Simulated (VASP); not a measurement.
Wanted: the native input for a VASP 6.6.1 run.

* Task: single point
* Functional: PBE
* Potentials or basis: VASP PAW PBE potentials, release 64 (Al)
* Cutoff: 520 eV
* k mesh: 15 × 15 × 1
* Occupations: methfessel-paxton, width 0.1 eV
* Spin: no spin polarisation
* Dipole correction: yes
* Further INCAR settings: ALGO = Fast; EDIFF = 1e-06; NBANDS = 14

The structure of Al lies in POSCAR:

```
Al
1.0
    1.4602435473      2.5292160153      0.0000000000
   -2.9204870946      0.0000000000      0.0000000000
    0.0000000000      0.0000000000     29.3328597884
Al
4
Direct
    0.6666666667      0.3333333333      0.5468480259
    0.3333333333      0.6666666667      0.6247759660
    0.0000000000      1.0000000000      0.7040937731
    0.6666666667      0.3333333333      0.7831191949
```

The cell was built by a generator and needn't be a form met in nature.

The input as run:

INCAR

```
  PREC = Accurate
  ENCUT = 520
  EDIFF = 1E-6
  ISMEAR = 1
  SIGMA = 0.1
  LREAL = False
  LASPH = True
  NELM = 100
  ALGO = Fast
  ISIF = 2
  LWAVE = False
  LCHARG = True
  LDIPOL = True
  IDIPOL = 3
  DIPOL = 0.5 0.5 0.665
  GGA = PE
  LELF = True
  LVHAR = True
  LVACPOTAV = True
  NBANDS = 14
```

KPOINTS

```
regular mesh
0
Gamma
  15 15 1
```

Potentials or basis: VASP PAW PBE potentials, release 64 (Al).

Launch:

```bash
$ cat potpaw_PBE.64/Al/POTCAR > POTCAR
$ mpirun -np 1 vasp_std > vasp.out
```

It gave:

```
Largest force                   : 0.206 eV/Å
Band gap on the k mesh          : none (metal or under the smearing width)
Work function of the upper face : 3.99 eV
Work function of the lower face : 4.01 eV
```

Wall time 85 s on 1 thread of Intel(R) Xeon(R) 6975P-C (Granite Rapids) (shared host), peak memory 0.35 GiB.
